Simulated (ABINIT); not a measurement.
A run of ABINIT 10.8.3 (patched build) is set up as follows.

Contents of run.abi:

```
# Datasets: one volume each
ndtset 7
getwfk -1
scalecart1 3*0.9795861087
scalecart2 3*0.9864848297
scalecart3 3*0.9932883884
scalecart4 3*1.0000000000
scalecart5 3*1.0066227096
scalecart6 3*1.0131594038
scalecart7 3*1.0196128224

# Pseudopotentials
pp_dirpath "./"
pseudos "Pt_ONCV_PBE-1.2.upf"

# Structure
acell 3*1.0 Angstrom
rprim
     0.0000000000     1.9609000000     1.9609000000
     1.9609000000     0.0000000000     1.9609000000
     1.9609000000     1.9609000000     0.0000000000
ntypat 1
znucl 78
natom 1
typat 1
xred
     0.0000000000     0.0000000000     0.0000000000

# Plane-wave basis
ecut 35.0

# k points
kptopt 1
ngkpt 12 12 12
nshiftk 1
shiftk 0.0 0.0 0.0

# Exchange and correlation
ixc 11

# Bands and occupations
nband 13
occopt 3
tsmear 0.00183747

# SCF cycle
nstep 100
tolvrs 1.0e-10

# Output
iomode 3
prtwf 1
prtden 0
prteig 0
prtebands 0
```

Potentials or basis: SG15 NC PBE v1.2.

Launch:

```sh
$ abinit run.abi > log 2>&1
```

(1) Predict the equilibrium volume.

(2) What does it give for the bulk modulus?

(3) What does it give for the pressure derivative of the bulk modulus?

## Answers

(1) 15.71 Å³/atom.

(2) 246 GPa.

(3) 5.3.

Caveat: pressures at fixed basis lie under the slope of the energies.
